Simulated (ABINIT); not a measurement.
Crystal: WC (Qusongite).

```
W C
1.0
     2.90650    0.00000    0.00000
    -1.45325    2.51710    0.00000
     0.00000    0.00000    2.83660
W C
1 1
Direct
  0.00000 0.00000 0.00000
  0.66667 0.33333 0.50000
```

Base run:

```yaml
Program: ABINIT 10.8.3 (patched build)
Functional: LDA
Potentials_or_basis: JTH PAW LDA v2.0
Cutoff: 435 eV
k_mesh: 8 × 8 × 7
Occupations: fermi-dirac, width 0.05 eV
Spin: no spin polarisation
```

Its results: band gap on the k mesh none (metal or under the smearing width); pressure -10.8 GPa.

Q: The run is repeated on the same cell with these changes: functional from LDA to PBEsol; potentials or basis from JTH PAW LDA v2.0 to PseudoDojo NC SR PBEsol v0.4.1 standard; cutoff from 435 eV to 1007 eV. What comes out?

A: Band gap on the k mesh none (metal or under the smearing width); pressure -3.5 GPa.
